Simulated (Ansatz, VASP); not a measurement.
Two plane-wave programs on Ru

```
Ru
1.0
    -0.10002    1.95033    1.95033
     1.95033   -0.10002    1.95033
     1.95033    1.95033   -0.10002
Ru
1
Direct
  0.00000 0.00000 0.00000
```

Change from the starting cell: equal engineering shear yz, xz and xy -0.0525, equal normal strain along x, y and z +0.0500.

Alike in both runs: task single point; functional PBE; k mesh 20 × 20 × 20; occupations gaussian, width 0.15 eV; no spin polarisation.

|  | VASP | Ansatz |
| --- | --- | --- |
| version | VASP 6.6.1 | Ansatz 0.2.0 |
| potentials or method | VASP PAW PBE potentials, release 64 (Ru_pv) | scalar-relativistic, plane waves, PAW |
| plane-wave cutoff (eV) | 520 | 420 |
| valence electrons in the cell | 14 | 16 |

Ansatz gave:

- gap on the k mesh at the Fermi level (eV): none
- pressure (GPa): -29.3
- largest component of the traceless stress (GPa): 7.32

**Question.** Estimate VASP's values.

**Answer.** gap on the k mesh at the Fermi level (eV): none; pressure (GPa): -29.4; largest component of the traceless stress (GPa): 7.30.

A gap of «none» marks a metal or a gap that the smearing closes. The two sets of potentials don't hold the same shells in valence.

Caveats: so large a pressure means that the cell lies far from this level's equilibrium, or that cutoff or potentials fall short (VASP).
